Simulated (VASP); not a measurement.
Write the native input for VASP 6.6.1 that does the following.

| Quantity | Value |
| --- | --- |
| Task | relaxation of cell and atoms |
| Functional | PBE |
| Potentials or basis | VASP PAW PBE potentials, release 64 (Mg, Sn_d, N) |
| Cutoff | 520 eV |
| k mesh | 3 × 3 × 4 |
| Occupations | gaussian, width 0.15 eV |
| Spin | no spin polarisation |
| Further INCAR settings | PREC = Normal; ALGO = Fast; EDIFF = 0.0001; IBRION = 2; EDIFFG = -0.08; NSW = 24; ISIF = 3 |

The structure of MgSn2N2 lies in POSCAR:

```
MgSn2N2
1.0
    5.2784193200      0.0000000000      0.0000000000
   -2.6392096600      4.5712452200      0.0000000000
    0.0000000000      0.0000000000      4.1301001200
Mg Sn N
1 2 2
Direct
    0.0000000000      0.0000000000      0.0000000000
    0.3333333300      0.6666666700      0.5000000000
    0.6666666700      0.3333333300      0.5000000000
    0.6666666700      0.3333333300      0.0000000000
    0.3333333300      0.6666666700      0.0000000000
```

The cell was built by a generator and needn't be a form met in nature.

One way to write it, as run:

INCAR

```
SYSTEM = MgSn2N2
PREC = Normal
ENCUT = 520
EDIFF = 1E-4
ISMEAR = 0
SIGMA = 0.15
LREAL = .FALSE.
LASPH = .TRUE.
NELM = 60
ALGO = Fast
ISIF = 3
LWAVE = .FALSE.
LCHARG = .FALSE.
GGA = PE
IBRION = 2
NSW = 24
EDIFFG = -0.08
```

KPOINTS

```
Automatic mesh
0
G
  3 3 4
  0 0 0
```

Potentials or basis: VASP PAW PBE potentials, release 64 (Mg, Sn_d, N).

Run with:

```sh
$ cat potpaw_PBE.64/Mg/POTCAR potpaw_PBE.64/Sn_d/POTCAR potpaw_PBE.64/N/POTCAR > POTCAR
$ mpirun -np 1 vasp_std > vasp.out
```

Results of the run:

| Quantity | Value |
| --- | --- |
| Relaxed volume | 17.55 Å³/atom |
| Relaxed cell | a = 4.834 Å, b = 4.834 Å, c = 4.337 Å, α = 90.00°, β = 90.00°, γ = 120.00° |
| Space group after relaxing (to 0.05 Å) | P6/mmm (No. 191) |
| Energy gained by relaxing | 102.3 meV/atom |
| Ionic steps | 10 |
| Pressure after relaxing | 0.1 GPa |
| Band gap on the k mesh | none (metal or under the smearing width) |

Caveat: the k mesh is coarse (spacing up to 0.46 Å⁻¹), so the values aren't converged.

Run time: 2 min on 1 thread of Intel(R) Xeon(R) Platinum 8259CL CPU @ 2.50GHz (Skylake/Cascade Lake), on a shared host, peak memory 0.17 GiB.
